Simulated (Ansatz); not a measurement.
# ZrO2: the cost of one run

Program: Ansatz 0.2.0. Level of theory: DFT PBE, scalar-relativistic, plane waves, PAW. These are calculated values, not measurements.

The COD entry's cell or inner coordinates are ideal or old and differ from later refinements, so a difference from it is no clean test against experiment.

2 further runs of the same task are left out: 2 set aside as unsound or not needed.

## Step 1: The starting structure

It takes space group Fm-3m (No. 225, cubic). The conventional cell has a = 5.116 Å, b = 5.116 Å, c = 5.116 Å, α = 90.00°, β = 90.00°, γ = 90.00°. Around Zr (site symmetry m-3m) lie 8 O at 2.22 Å. O (site symmetry -43m) is surrounded by 4 Zr at 2.22 Å.

As a file:

```
Zr O
1.0
     0.00000    2.55790    2.55790
     2.55790    0.00000    2.55790
     2.55790    2.55790    0.00000
Zr O
1 2
Cartesian
  0.0000 0.0000 0.0000
  1.2789 1.2789 1.2789
  3.8368 3.8368 3.8368
```

It is the result of an earlier relaxation at this level (volume 11.16 Å³/atom; gap on the mesh: 3.32 eV).

## Step 2: Relaxing at 2 GPa

At a set pressure the run lowers the enthalpy E + PV, so the energy alone may rise along the way.

File input.yaml:

```yaml
crystal:
  lattice:
    - [0.0, 2.5578981887, 2.5578981887]
    - [2.5578981887, 0.0, 2.5578981887]
    - [2.5578981887, 2.5578981887, 0.0]
  atoms:
    - { symbol: Zr, position: [0.0, 0.0, 0.0] }
    - { symbol: O, position: [0.25, 0.25, 0.25] }
    - { symbol: O, position: [0.75, 0.75, 0.75] }
basis:
  ecutwfc: 420
kpoints:
  mp_grid: { grid: [8, 8, 8] }
hamiltonian:
  xc: pbe
scf:
  occupations: { method: fixed }
output:
  forces: true
  stress: true
  eigenvalues: true
relax:
  adjacent_minimum: "off"
  f_tol: 0.001
  max_steps: 60
  cell: { stress_tol: 0.02, p_target: 2.0 }
```

The run is started by

```bash
ansatz run input.yaml --threads 1 --pin off --max-ram 3072MiB --backend cpu --events-out ev --progress --plain --runs-dir out
```

What time and memory should one allow on 1 thread of Intel Xeon at 2.50GHz (Skylake/Cascade Lake), shared host?

About 18 s, with a peak of 0.33 GiB.
